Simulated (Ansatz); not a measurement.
The system is SiC (Moissanite).

```
CELL_PARAMETERS angstrom
3.07600 0.00000 0.00000
-1.53800 2.66389 0.00000
0.00000 0.00000 5.04800
ATOMIC_POSITIONS crystal
Si 0.66667 0.33333 0.50000
Si 0.33333 0.66667 0.00000
C 0.66667 0.33333 0.88500
C 0.33333 0.66667 0.38500
```

```yaml
Program: Ansatz 0.2.0
Task: relaxation of cell and atoms
Functional: PBE
Dispersion: D4
Potentials_or_basis: Ansatz PAW
Cutoff: "420 eV (not typed: the program's choice for these potentials)"
k_mesh: 10 × 10 × 5
Occupations: fermi-dirac, width 0.05 eV
Spin: no spin polarisation
```

At the start: volume 10.34 Å³/atom.

**Question.** How do energy, volume and symmetry change on relaxing?

**Answer.** It ends after 5 steps and the volume is 10.30 Å³/atom (-0.4 %); space group P6_3mc (No. 186, to 0.05 Å).

Step by step:
| step | energy change (eV) | largest force (eV/Å) | volume (Å³) |
| --- | --- | --- | --- |
| 1 | 0.0000 | 0.7388 | 41.36 |
| 2 | -0.0210 | 0.4369 | 41.29 |
| 3 | -0.0362 | 0.0010 | 41.20 |
| 4 | -0.0362 | 0.0003 | 41.21 |
| 5 | -0.0359 | 0.0003 | 41.21 |

Final structure:
```
Si C
1.0
     3.07219    0.00000    0.00000
    -1.53610    2.66060    0.00000
     0.00000    0.00000    5.04179
Si C
2 2
Direct
  0.66667 0.33333 0.50459
  0.33333 0.66667 0.00459
  0.66667 0.33333 0.88041
  0.33333 0.66667 0.38041
```

Caveat: the plane-wave basis is chosen anew once the cell has moved, so the energies of steps on either side of that aren't comparable.
